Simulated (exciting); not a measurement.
# TePb (Fm-3m) in exciting: further runs

The runs below take TePb through band structure, with PBE.

All numbers are computed with exciting (release sodium); they aren't measurements. Logs are shortened: lines on timing, memory, paths and dates and some standing lists are left out, and cuts for length are marked.

**The experiment to reproduce.**

A printed reference work, monograph reports, for a bulk crystal of TePb at 4.2 K: band gap 0.19 eV (direct).

The runs below are set against these values where they give the same quantity.

## 1. The structure

Symmetry: Fm-3m, No. 225, cubic system. The conventional cell has a = 6.462 Å, b = 6.462 Å, c = 6.462 Å, α = 90.00°, β = 90.00°, γ = 90.00°. Around Pb (site symmetry m-3m) lie 6 Te at 3.23 Å. Te (site symmetry m-3m) has 6 Pb at 3.23 Å as nearest neighbours.

## 2. Band structure, PBE

The input, input.xml:

```xml
<input>
  <title>TePb</title>
  <structure speciespath="./" tshift="false">
    <crystal scale="1">
      <basevect>0.000000000000 6.105705108666 6.105705108666</basevect>
      <basevect>6.105705108666 0.000000000000 6.105705108666</basevect>
      <basevect>6.105705108666 6.105705108666 0.000000000000</basevect>
    </crystal>
    <species speciesfile="Pb.xml" rmt="2.3">
      <atom coord="0.000000000000 0.000000000000 0.000000000000"/>
    </species>
    <species speciesfile="Te.xml" rmt="2.3">
      <atom coord="0.500000000000 0.500000000000 0.500000000000"/>
    </species>
  </structure>
  <groundstate do="fromscratch" ngridk="7 7 7" rgkmax="9" gmaxvr="14" lmaxapw="10" lmaxmat="10" lmaxvr="8" xctype="GGA_PBE" stype="Fermi Dirac" swidth="0.00183747" nempty="10" ValenceRelativity="iora*" epsengy="1e-05" epspot="1e-05" maxscl="60" outputlevel="high"/>
  <properties>
    <bandstructure>
      <plot1d>
        <path steps="80">
          <point coord="0 0 0" label="G"/>
          <point coord="0.5 0 0.5" label="X"/>
          <point coord="0.5 0.25 0.75" label="W"/>
          <point coord="0.375 0.375 0.75" label="K"/>
          <point coord="0 0 0" label="G"/>
          <point coord="0.5 0.5 0.5" label="L"/>
          <point coord="0.625 0.25 0.625" label="U"/>
          <point coord="0.5 0.25 0.75" label="W"/>
          <point coord="0.5 0.5 0.5" label="L"/>
          <point coord="0.375 0.375 0.75" label="K" breakafter="true"/>
          <point coord="0.625 0.25 0.625" label="U"/>
          <point coord="0.5 0 0.5" label="X"/>
        </path>
      </plot1d>
    </bandstructure>
    <chargedensityplot>
      <plot3d>
        <box grid="23 23 23">
          <origin coord="0 0 0"/>
          <point coord="1 0 0"/>
          <point coord="0 1 0"/>
          <point coord="0 0 1"/>
        </box>
      </plot3d>
    </chargedensityplot>
    <elfplot>
      <plot3d>
        <box grid="23 23 23">
          <origin coord="0 0 0"/>
          <point coord="1 0 0"/>
          <point coord="0 1 0"/>
          <point coord="0 0 1"/>
        </box>
      </plot3d>
    </elfplot>
    <exccplot>
      <plot3d>
        <box grid="23 23 23">
          <origin coord="0 0 0"/>
          <point coord="1 0 0"/>
          <point coord="0 1 0"/>
          <point coord="0 0 1"/>
        </box>
      </plot3d>
    </exccplot>
  </properties>
</input>
```

Potentials or basis: all-electron LAPW+lo, shipped species files, valence relativity iora*.

Started as:

```console
> OMP_NUM_THREADS=1 exciting_smp
```

INFO.OUT:

```text
================================================================================
EXCITING SODIUM started
[... 10 lines left out ...]

 Lattice vectors (cartesian) :
      0.0000000000      6.1057051087      6.1057051087
      6.1057051087      0.0000000000      6.1057051087
      6.1057051087      6.1057051087      0.0000000000

 Reciprocal lattice vectors (cartesian) :
     -0.5145339642      0.5145339642      0.5145339642
      0.5145339642     -0.5145339642      0.5145339642
      0.5145339642      0.5145339642     -0.5145339642

 Unit cell volume                           :     455.2369141986
 Brillouin zone volume                      :       0.5448815896

 Species :    1 (Pb)
     parameters loaded from                 :    Pb.xml
     name                                   :    lead
     nuclear charge                         :     -82.00000000
     electronic charge                      :      82.00000000
     atomic mass                            :  377702.49410000
     muffin-tin radius                      :       2.30000000
     # of radial points in muffin-tin       :     450

     atomic positions (lattice) :
       1 :   0.00000000  0.00000000  0.00000000

 Species :    2 (Te)
     parameters loaded from                 :    Te.xml
     name                                   :    tellurium
     nuclear charge                         :     -52.00000000
     electronic charge                      :      52.00000000
     atomic mass                            :  232600.57070000
     muffin-tin radius                      :       2.30000000
     # of radial points in muffin-tin       :     400

     atomic positions (lattice) :
       1 :   0.50000000  0.50000000  0.50000000

 Total number of atoms per unit cell        :       2

 Spin treatment                             :    spin-unpolarised

 Number of Bravais lattice symmetries       :      48
 Number of crystal symmetries               :      48

 k-point grid                               :       7    7    7
 Total number of k-points                   :      20
 k-point set is reduced with crystal symmetries

 R^MT_min * |G+k|_max (rgkmax)              :       9.00000000
 Species with R^MT_min                      :       1 (Pb)
 Maximum |G+k| for APW functions            :       3.91304348
 Maximum |G| for potential and density      :      14.00000000
 Polynomial order for pseudochg. density    :       9

 G-vector grid sizes                        :      40    40    40
 Total number of G-vectors                  :   21187

 Maximum angular momentum used for
     APW functions                          :      10
     computing H and O matrix elements      :      10
     potential and density                  :       8
     inner part of muffin-tin               :       2

 Total nuclear charge                       :    -134.00000000
 Total electronic charge                    :     134.00000000
 Total core charge                          :     104.00000000
 Total valence charge                       :      30.00000000

 Effective Wigner radius, r_s               :       0.93256982

 Number of empty states                     :      10
 Total number of valence states             :      26

 Maximum Hamiltonian size                   :     499
 Maximum number of plane-waves              :     471
 Total number of local-orbitals             :      28

 Exchange-correlation type                  :      20
[... 13 lines left out ...]
* Groundstate module started                                                   *
********************************************************************************
 Output level for this task is set to high

++++++++++++++++++++++++++++++++++++++++++++++++++++++++++++++++++++++++++++++++
[... 5 lines left out ...]
+ SCF iteration number :    1                                                  +
++++++++++++++++++++++++++++++++++++++++++++++++++++++++++++++++++++++++++++++++
 Total energy                               :    -27722.60320390
 _______________________________________________________________
 Fermi energy                               :         0.22395906
 Kinetic energy                             :     31561.61344794
 Coulomb energy                             :    -58717.69172853
 Exchange energy                            :      -558.66342159
 Correlation energy                         :        -7.86150172
 Sum of eigenvalues                         :    -17072.24119231
 Effective potential energy                 :    -48633.85464025
 Coulomb potential energy                   :    -47892.96563804
 xc potential energy                        :      -740.88900221
 Hartree energy                             :      8921.30891263
 Electron-nuclear energy                    :    -65735.58346330
 Nuclear-nuclear energy                     :     -1903.41717786
 Madelung energy                            :    -34771.20890951
 Core-electron kinetic energy               :         0.00000000

 DOS at Fermi energy (states/Ha/cell)       :         0.00082278

 Electron charges :
     core                                   :       104.00000000
     core leakage                           :         0.01461084
     valence                                :        30.00000000
     interstitial                           :         5.88390658
     charge in muffin-tin spheres :
                  atom     1    Pb          :        78.94565731
                  atom     2    Te          :        49.17043611
     total charge in muffin-tins            :       128.11609342
     total charge                           :       134.00000000

++++++++++++++++++++++++++++++++++++++++++++++++++++++++++++++++++++++++++++++++
+ SCF iteration number :    2                                                  +
++++++++++++++++++++++++++++++++++++++++++++++++++++++++++++++++++++++++++++++++
 Total energy                               :    -27724.11694607
 _______________________________________________________________
 Fermi energy                               :         0.22285837
 Kinetic energy                             :     31559.94144930
 Coulomb energy                             :    -58717.53830809
 Exchange energy                            :      -558.65765194
 Correlation energy                         :        -7.86243535
 Sum of eigenvalues                         :    -17072.95981273
 Effective potential energy                 :    -48632.90126203
 Coulomb potential energy                   :    -47892.01827574
 xc potential energy                        :      -740.88298628
 Hartree energy                             :      8922.10285449
 Electron-nuclear energy                    :    -65736.22398472
 Nuclear-nuclear energy                     :     -1903.41717786
 Madelung energy                            :    -34771.52917022
 Core-electron kinetic energy               :         0.00000000
[... 425 lines left out ...]
++++++++++++++++++++++++++++++++++++++++++++++++++++++++++++++++++++++++++++++++
+ SCF iteration number :   14                                                  +
++++++++++++++++++++++++++++++++++++++++++++++++++++++++++++++++++++++++++++++++
 Total energy                               :    -27725.60030002
 _______________________________________________________________
 Fermi energy                               :         0.21646969
 Kinetic energy                             :     31557.56780450
 Coulomb energy                             :    -58716.65476699
 Exchange energy                            :      -558.65033052
 Correlation energy                         :        -7.86300702
 Sum of eigenvalues                         :    -17074.06337427
 Effective potential energy                 :    -48631.63117876
 Coulomb potential energy                   :    -47890.75694726
 xc potential energy                        :      -740.87423150
 Hartree energy                             :      8922.48064187
 Electron-nuclear energy                    :    -65735.71823100
 Nuclear-nuclear energy                     :     -1903.41717786
 Madelung energy                            :    -34771.27629336
 Core-electron kinetic energy               :         0.00000000

 DOS at Fermi energy (states/Ha/cell)       :         0.00240757

 Electron charges :
     core                                   :       104.00000000
     core leakage                           :         0.01441198
     valence                                :        30.00000000
     interstitial                           :         5.93297807
     charge in muffin-tin spheres :
                  atom     1    Pb          :        79.03787997
                  atom     2    Te          :        49.02914196
     total charge in muffin-tins            :       128.06702193
     total charge                           :       134.00000000

 RMS change in effective potential (target) :  0.661480E-09  ( 0.100000E-04)
 Absolute change in total energy   (target) :  0.343560E-06  ( 0.100000E-04)
 Charge distance                   (target) :  0.153925E-09  ( 0.100000E-04)

++++++++++++++++++++++++++++++++++++++++++++++++++++++++++++++++++++++++++++++++
| Convergency criteria checked for the last 2 iterations                       +
| Convergence targets achieved. Performing final SCF iteration                 +
++++++++++++++++++++++++++++++++++++++++++++++++++++++++++++++++++++++++++++++++
 Total energy                               :    -27725.60030091
 _______________________________________________________________
 Fermi energy                               :         0.21646969
 Kinetic energy                             :     31557.56780400
 Coulomb energy                             :    -58716.65476736
 Exchange energy                            :      -558.65033054
 Correlation energy                         :        -7.86300702
 Sum of eigenvalues                         :    -17074.06337438
 Effective potential energy                 :    -48631.63117839
 Coulomb potential energy                   :    -47890.75694686
 xc potential energy                        :      -740.87423153
 Hartree energy                             :      8922.48064265
 Electron-nuclear energy                    :    -65735.71823215
 Nuclear-nuclear energy                     :     -1903.41717786
 Madelung energy                            :    -34771.27629393
 Core-electron kinetic energy               :         0.00000000

 DOS at Fermi energy (states/Ha/cell)       :         0.00240757

 Electron charges :
     core                                   :       104.00000000
     core leakage                           :         0.01441198
     valence                                :        30.00000000
     interstitial                           :         5.93297807
     charge in muffin-tin spheres :
                  atom     1    Pb          :        79.03787997
                  atom     2    Te          :        49.02914196
     total charge in muffin-tins            :       128.06702193
     total charge                           :       134.00000000

++++++++++++++++++++++++++++++++++++++++++++++++++++++++++++++++++++++++++++++++
[... 9 lines left out ...]
| EXCITING SODIUM stopped                                                      =
================================================================================
```

Wall time 4.4 min (1 thread of Arm Neoverse N1, shared host); peak memory 0.16 GiB.

What came out:

* Free energy: -754452.0187 eV
* Band gap along the path: 0.73 eV, direct
* All electrons inside the program's atomic spheres: Pb 79.04; Te 49.03 (radii Pb 2.3, Te 2.3 bohr)

Levels at the corners of the path, in eV from the Fermi level:
| point | band 11 | band 12 | band 13 | band 14 | band 15 | band 16 | band 17 | band 18 | band 19 | band 20 |
| --- | --- | --- | --- | --- | --- | --- | --- | --- | --- | --- |
| Γ | -12.43 | -6.02 | -1.76 | -1.76 | -1.76 | 3.66 | 3.66 | 3.66 | 5.43 | 5.43 |
| X | -10.75 | -7.72 | -4.90 | -3.21 | -3.21 | 2.91 | 5.06 | 5.06 | 6.29 | 9.86 |
| W | -10.59 | -8.41 | -4.19 | -4.19 | -0.77 | 1.26 | 4.82 | 4.82 | 6.44 | 6.44 |
| K | -10.65 | -8.39 | -4.52 | -2.71 | -2.49 | 3.17 | 3.37 | 4.74 | 5.53 | 8.48 |
| Γ | -12.43 | -6.02 | -1.76 | -1.76 | -1.76 | 3.66 | 3.66 | 3.66 | 5.43 | 5.43 |
| L | -11.00 | -9.01 | -1.29 | -1.29 | -0.41 | 0.33 | 0.86 | 0.86 | 7.99 | 8.89 |
| U | -10.65 | -8.39 | -4.52 | -2.71 | -2.49 | 3.17 | 3.37 | 4.74 | 5.53 | 8.48 |
| W | -10.59 | -8.41 | -4.19 | -4.19 | -0.77 | 1.26 | 4.82 | 4.82 | 6.44 | 6.44 |
| L | -11.00 | -9.01 | -1.29 | -1.29 | -0.41 | 0.33 | 0.86 | 0.86 | 7.99 | 8.89 |
| K | -10.65 | -8.39 | -4.52 | -2.71 | -2.49 | 3.17 | 3.37 | 4.74 | 5.53 | 8.48 |
| U | -10.65 | -8.39 | -4.52 | -2.71 | -2.49 | 3.17 | 3.37 | 4.74 | 5.53 | 8.48 |
| X | -10.75 | -7.72 | -4.90 | -3.21 | -3.21 | 2.91 | 5.06 | 5.06 | 6.29 | 9.86 |

Caveat: this odd mesh misses L, where the gap lies, so gap, dielectric constants and Born charges aren't listed; spin-orbit coupling is left out, which moves the levels of the heavy elements.

## 3. Band structure, PBE, spin-orbit coupling, no magnetisation

The input, input.xml:

```xml
<input>
  <title>TePb</title>
  <structure speciespath="./" tshift="false">
    <crystal scale="1">
      <basevect>0.000000000000 6.105705108666 6.105705108666</basevect>
      <basevect>6.105705108666 0.000000000000 6.105705108666</basevect>
      <basevect>6.105705108666 6.105705108666 0.000000000000</basevect>
    </crystal>
    <species speciesfile="Pb.xml" rmt="2.3">
      <atom coord="0.000000000000 0.000000000000 0.000000000000"/>
    </species>
    <species speciesfile="Te.xml" rmt="2.3">
      <atom coord="0.500000000000 0.500000000000 0.500000000000"/>
    </species>
  </structure>
  <groundstate do="fromscratch" ngridk="5 5 5" rgkmax="9" gmaxvr="14" lmaxapw="10" lmaxmat="10" lmaxvr="8" xctype="GGA_PBE" stype="Fermi Dirac" swidth="0.00183747" nempty="20" ValenceRelativity="iora*" epsengy="1e-05" epspot="1e-05" maxscl="60" outputlevel="normal">
    <spin spinorb="true"/>
  </groundstate>
  <properties>
    <bandstructure>
      <plot1d>
        <path steps="80">
          <point coord="0 0 0" label="G"/>
          <point coord="0.5 0 0.5" label="X"/>
          <point coord="0.5 0.25 0.75" label="W"/>
          <point coord="0.375 0.375 0.75" label="K"/>
          <point coord="0 0 0" label="G"/>
          <point coord="0.5 0.5 0.5" label="L"/>
          <point coord="0.625 0.25 0.625" label="U"/>
          <point coord="0.5 0.25 0.75" label="W"/>
          <point coord="0.5 0.5 0.5" label="L"/>
          <point coord="0.375 0.375 0.75" label="K" breakafter="true"/>
          <point coord="0.625 0.25 0.625" label="U"/>
          <point coord="0.5 0 0.5" label="X"/>
        </path>
      </plot1d>
    </bandstructure>
    <dos nwdos="300" winddos="-0.6 0.5" inttype="tetra" ngrdos="100" nsmdos="0"/>
  </properties>
</input>
```

Potentials or basis: all-electron LAPW+lo, shipped species files, valence relativity iora*.

Started as:

```console
> OMP_NUM_THREADS=1 exciting_smp
```

Run time: 4.6 min. Hardware: 1 thread of Arm Neoverse N1, shared host; peak memory 0.22 GiB.

It converged, with:

- Band gap along the path: 0.10 eV, direct
- All electrons inside the program's atomic spheres: Pb 79.04; Te 49.02 (radii Pb 2.3, Te 2.3 bohr)

Levels at the corners of the path, in eV from the Fermi level:
```csv
point,band 26,band 27,band 28,band 29,band 30,band 31,band 32,band 33,band 34,band 35
Γ,-2.25,-1.24,-1.24,-1.24,-1.24,2.61,2.61,4.48,4.48,4.48
X,-4.74,-3.36,-3.36,-2.71,-2.71,3.12,3.12,4.50,4.50,5.92
W,-4.06,-4.02,-4.02,-0.58,-0.58,1.38,1.38,4.98,4.98,5.09
K,-4.36,-2.74,-2.74,-2.11,-2.11,2.97,2.97,3.86,3.86,4.96
Γ,-2.25,-1.24,-1.24,-1.24,-1.24,2.61,2.61,4.48,4.48,4.48
L,-1.44,-0.87,-0.87,-0.13,-0.13,-0.03,-0.03,1.08,1.08,1.55
U,-4.36,-2.74,-2.74,-2.11,-2.11,2.97,2.97,3.86,3.86,4.96
W,-4.06,-4.02,-4.02,-0.58,-0.58,1.38,1.38,4.98,4.98,5.09
L,-1.44,-0.87,-0.87,-0.13,-0.13,-0.03,-0.03,1.08,1.08,1.55
K,-4.36,-2.74,-2.74,-2.11,-2.11,2.97,2.97,3.86,3.86,4.96
U,-4.36,-2.74,-2.74,-2.11,-2.11,2.97,2.97,3.86,3.86,4.96
X,-4.74,-3.36,-3.36,-2.71,-2.71,3.12,3.12,4.50,4.50,5.92
```

States per cell in windows of 1 eV (zero at the Fermi level; states under -8 eV left out):
```tsv
from (eV)	total
-8.0	0.72
-7.0	0.13
-6.0	0.00
-5.0	0.26
-4.0	1.36
-3.0	1.72
-2.0	1.96
-1.0	0.64
0.0	0.23
1.0	1.38
2.0	1.34
3.0	1.51
4.0	1.61
5.0	1.04
6.0	1.06
7.0	1.17
```

Caveat: this odd mesh misses L, where the gap lies, so gap, dielectric constants and Born charges aren't listed; total energies with spin-orbit coupling aren't reliable in this program, so none is listed and the log's shouldn't be used; the tetrahedron DOS on this energy grid can lose part of the weight of narrow d or f bands.

## 4. Comparison with measurements

Step 2. Measured gap of TePb: 0.19 eV (direct; 4.2 K; a printed reference work, monograph). This calculation gives 0.73 eV (+0.54 eV). Spin-orbit coupling on Pb, Te is left out. The value is that of PBE, without temperature or zero-point motion.

Step 3. Measured gap of TePb: 0.19 eV (direct; 4.2 K; a printed reference work, monograph). This calculation gives 0.10 eV (-0.09 eV). The value is that of PBE, without temperature or zero-point motion. Semilocal functionals fall short of measured gaps as a rule.
